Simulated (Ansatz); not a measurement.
# Si6O11: the cost of one run

Method: DFT PBE, scalar-relativistic, plane waves, PAW, in Ansatz 0.2.0.

39 further runs of the same task are left out: 39 set aside as unsound or not needed.

## Step 1: The structure to begin with

Symmetry: P3_121, No. 152, trigonal system. The conventional cell has a = 4.913 Å, b = 4.913 Å, c = 5.405 Å, α = 90.00°, β = 90.00°, γ = 120.00°. Around Si (site symmetry 2) lie 4 O at 1.61 Å. Around O (site symmetry 1) lie 2 Si at 1.61 Å.

As a file:

```
Si O
1.0
     4.91300    0.00000    0.00000
    -2.45650    4.25478    0.00000
     0.00000    0.00000    5.40500
Si O
3 6
Cartesian
  2.2845 0.0000 1.8017
  -1.1423 1.9785 3.6033
  1.3142 2.2763 0.0000
  1.3707 1.1573 1.1513
  3.2254 0.6084 2.9529
  2.7734 2.4890 4.7546
  0.3169 1.7657 4.2537
  -1.0858 3.0975 2.4521
  0.7689 3.6463 0.6504
```

Source of the structure: the Crystallography Open Database.

## Step 5: The grid

Atoms count from 1 in the order of the input.

An atom moved over a plane that holds its own site and a neighbouring vacancy.

The axes are (1) path of O16 from its site (0) to the vacancy (1), 2.633 Å: 11 values from −0.125 to 1.125; (2) shift of O16 across the path, along a normal: 9 values from −0.500 Å.

Nothing else is relaxed (all other atoms held at the sites of the perfect crystal). Points are written as (first, second).

(The set-up runs are not shown.)

## Step 6: Point (0.125, −0.500 Å)

File input.yaml:

```yaml
crystal:
  lattice:
    - [-2.5103274377, 4.3480146658, 0.0]
    - [0.0, 0.0, 5.5092660079]
    - [7.5309823132, 4.3480146658, 0.0]
  atoms:
    - { symbol: Si, position: [0.7617495765, 0.3333333333, 0.2382504235] }
    - { symbol: Si, position: [0.2617495765, 0.3333333333, 0.7382504235] }
    - { symbol: Si, position: [0.976500847, 0.6666666667, 0.5] }
    - { symbol: Si, position: [0.476500847, 0.6666666667, 0.0] }
    - { symbol: Si, position: [0.2617495765, 0.0, 0.2617495765] }
    - { symbol: Si, position: [0.7617495765, 0.0, 0.7617495765] }
    - { symbol: O, position: [0.0486521033, 0.2055717715, 0.2072260374] }
    - { symbol: O, position: [0.5486521033, 0.2055717715, 0.7072260374] }
    - { symbol: O, position: [0.7865130045, 0.5389051049, 0.3720609296] }
    - { symbol: O, position: [0.2865130045, 0.5389051049, 0.8720609296] }
    - { symbol: O, position: [0.6648348922, 0.8722384382, 0.9207130329] }
    - { symbol: O, position: [0.2865130045, 0.7944282285, 0.1279390704] }
    - { symbol: O, position: [0.7865130045, 0.7944282285, 0.6279390704] }
    - { symbol: O, position: [0.6648348922, 0.4610948951, 0.0792869671] }
    - { symbol: O, position: [0.1648348922, 0.4610948951, 0.5792869671] }
    - { symbol: O, position: [0.4328095576, 0.1479322421, 0.2826746101] }
    - { symbol: O, position: [0.0486521033, 0.1277615618, 0.7927739626] }
total_charge: 2
basis:
  ecutwfc: 420
kpoints:
  mp_grid: { grid: [4, 4, 2] }
hamiltonian:
  xc: pbe
  pseudopotentials: { kind: paw, azcp: { folder: soft_1 } }
scf:
  occupations: { method: gaussian, width: 0.05 }
output:
  forces: true
  stress: true
  eigenvalues: true
  write_density: true
  write_potential: true
  elf: true
  volumetric_format: npy
```

Run with:

```bash
$ ansatz run input.yaml --threads 4 --pin off --max-ram 8192MiB --backend cpu --events-out ev --progress --plain --runs-dir out
```

What time and memory should one allow on 4 threads of Intel Xeon 6975P-C (Granite Rapids), shared host?

About 6.4 s, with a peak of 0.76 GiB.
